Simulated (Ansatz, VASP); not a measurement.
## O in VASP and in Ansatz

File INCAR:

```
ALGO     = Normal         # electronic algorithm
EDIFF    = 1E-7           # SCF threshold, eV
EDIFFG   = -0.005         # ionic threshold
ENCUT    = 600            # plane-wave cutoff, eV
GGA      = PE             # functional
IBRION   = 2              # ionic algorithm
ISIF     = 3              # what is computed and relaxed
ISMEAR   = 0              # smearing method
ISPIN    = 2              # spin polarisation
LASPH    = True           # aspherical terms in the spheres
LCHARG   = False          # write CHGCAR
LORBIT   = 11             # projections on sites
LREAL    = False          # projectors in reciprocal space
LWAVE    = False          # write WAVECAR
MAGMOM   = 0.61 0.61      # initial moments
NELM     = 150            # most SCF steps
NSW      = 70             # ionic steps
PREC     = Accurate       # precision mode
SIGMA    = 0.02           # smearing width, eV
```

Contents of KPOINTS:

```
k-points
0
Gamma
  9 9 9
```

The input POSCAR:

```
O
1.0
    1.7637033856      1.0182746245      3.8818702962
   -1.7637033856      1.0182746245      3.8818702962
    0.0000000000     -2.0365492489      3.8818702962
O
2
Direct
    0.9476824978      0.9476824978      0.9476824978
    0.0523175022      0.0523175022      0.0523175022
```

Input for Ansatz:

```yaml
crystal:
  lattice:
    - [1.7637033856, 1.0182746245, 3.8818702962]
    - [-1.7637033856, 1.0182746245, 3.8818702962]
    - [0.0, -2.0365492489, 3.8818702962]
  atoms:
    - { symbol: O, position: [0.9476824978, 0.9476824978, 0.9476824978], spin: 0.61 }
    - { symbol: O, position: [0.0523175022, 0.0523175022, 0.0523175022], spin: 0.61 }
basis:
  ecutwfc: 420
kpoints:
  mp_grid: { grid: [9, 9, 9] }
hamiltonian:
  xc: pbe
scf:
  occupations: { method: gaussian, width: 0.02 }
output:
  forces: true
  stress: true
  eigenvalues: true
  populations: true
magnetization:
  spin_polarized: true
relax:
  adjacent_minimum: "off"
  f_tol: 0.005
  max_steps: 50
  cell: { stress_tol: 0.05 }
```

Alike in both runs: task relaxation of cell and atoms; functional PBE; k mesh 9 × 9 × 9; occupations gaussian, width 0.02 eV; collinear spin.

```csv
,VASP,Ansatz
version,VASP 6.6.1,Ansatz 0.2.0
potentials or method,"VASP PAW PBE potentials, release 64 (O)","scalar-relativistic, plane waves, PAW"
plane-wave cutoff (eV),600,420
valence electrons in the cell,12,12
```

VASP gave:

```
gap on the k mesh at the Fermi level, each at its own relaxed structure (eV) : 1.70
net moment per atom (μB)                                                     : 1.00
size of the moment on the site where the two differ most (μB)                : 0.81
relaxed volume (Å³/atom)                                                     : 22.63
relaxed cell length with the largest relative difference (Å)                 : 4.343
energy change over the relaxation (meV/atom)                                 : -5
```

Task: Estimate Ansatz's values.

Result: gap on the k mesh at the Fermi level, each at its own relaxed structure (eV): 1.79; net moment per atom (μB): 1.00; size of the moment on the site where the two differ most (μB): 0.56; relaxed volume (Å³/atom): 25.35; relaxed cell length with the largest relative difference (Å): 4.652; energy change over the relaxation (meV/atom): -5.

Site moments also hang on the region over which each program counts them. One of these differences is far larger than is usual between the two programs; its cause wasn't traced.

Caveats: the standard files for N, O and F lose accuracy on very short bonds; an odd mesh through Γ misses points on the zone boundary, where band edges often lie. PBE gaps usually lie below the measured ones, often by a third to a half.
